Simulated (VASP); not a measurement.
Here is a VASP 6.6.1 calculation.

File INCAR:

```
SYSTEM = RbBr
PREC = Accurate
ENCUT = 520
EDIFF = 1E-6
ISMEAR = 0
SIGMA = 0.03
LREAL = .FALSE.
LASPH = .TRUE.
NELM = 80
ALGO = Normal
ISIF = 2
LWAVE = .FALSE.
LCHARG = .FALSE.
GGA = CA
NBANDS = 15
```

KPOINTS

```
Automatic mesh
0
G
  8 8 8
  0 0 0
```

File POSCAR:

```
RbBr                                    
1.0
    0.0000000000      3.4260584454      3.4260584454
    3.4260584454      0.0000000000      3.4260584454
    3.4260584454      3.4260584454     -0.0000000000
  Rb              Br            
     1     1
Direct
     1.0000000000000000    0.0000000000000000    0.0000000000000000
     0.5000000000000000    0.5000000000000000    0.5000000000000000
```

Contents of KPOINTS_OPT:

```
explicit points
302
Reciprocal
 0.0000000000  0.0000000000  0.0000000000 1
 0.0263157895  0.0000000000  0.0263157895 1
 0.0526315789  0.0000000000  0.0526315789 1
 0.0789473684  0.0000000000  0.0789473684 1
 0.1052631579  0.0000000000  0.1052631579 1
 0.1315789474  0.0000000000  0.1315789474 1
[... 294 lines left out ...]
 0.4865014400  0.0134985600  0.5000000000 1
 0.5134985600 -0.0134985600  0.5000000000 1
```

Potentials or basis: VASP PAW LDA potentials, release 64 (Rb_sv, Br).

Launch:

```sh
$ cat potpaw_LDA.64/Rb_sv/POTCAR potpaw_LDA.64/Br/POTCAR > POTCAR
$ mpirun -np 1 vasp_std > vasp.out
```

**Question.** Predict the band gap along the path.

**Answer.** 3.96 eV, direct.

**Question.** What does it give for the band gap on the k mesh?

**Answer.** 3.96 eV, direct.

**Question.** What does it give for the pressure?

**Answer.** -1.2 GPa.

Levels at the corners of the path, in eV from the valence-band top:
```csv
point,band 5,band 6,band 7,band 8,band 9,band 10,band 11,band 12
Γ,-8.41,0.00,0.00,0.00,3.96,7.03,7.03,7.03
X,-8.49,-0.50,-0.17,-0.17,5.30,6.80,8.83,9.06
X,-8.49,-0.50,-0.17,-0.17,5.30,6.80,8.83,9.06
W,-8.39,-0.52,-0.37,-0.37,6.78,6.78,7.97,8.36
W,-8.39,-0.52,-0.37,-0.37,6.78,6.78,7.97,8.36
K,-8.45,-0.53,-0.44,-0.28,6.04,7.81,7.84,8.62
K,-8.45,-0.53,-0.44,-0.28,6.04,7.81,7.84,8.62
Γ,-8.41,0.00,0.00,0.00,3.96,7.03,7.03,7.03
Γ,-8.41,0.00,0.00,0.00,3.96,7.03,7.03,7.03
L,-8.37,-1.06,-0.38,-0.38,6.47,7.41,9.26,9.26
L,-8.37,-1.06,-0.38,-0.38,6.47,7.41,9.26,9.26
U,-8.45,-0.53,-0.44,-0.28,6.04,7.81,7.84,8.62
U,-8.45,-0.53,-0.44,-0.28,6.04,7.81,7.84,8.62
W,-8.39,-0.52,-0.37,-0.37,6.78,6.78,7.97,8.36
W,-8.39,-0.52,-0.37,-0.37,6.78,6.78,7.97,8.36
L,-8.37,-1.06,-0.38,-0.38,6.47,7.41,9.26,9.26
L,-8.37,-1.06,-0.38,-0.38,6.47,7.41,9.26,9.26
K,-8.45,-0.53,-0.44,-0.28,6.04,7.81,7.84,8.62
U,-8.45,-0.53,-0.44,-0.28,6.04,7.81,7.84,8.62
X,-8.49,-0.50,-0.17,-0.17,5.30,6.80,8.83,9.06
```

LDA gaps usually lie below the measured ones, often by a third to a half.
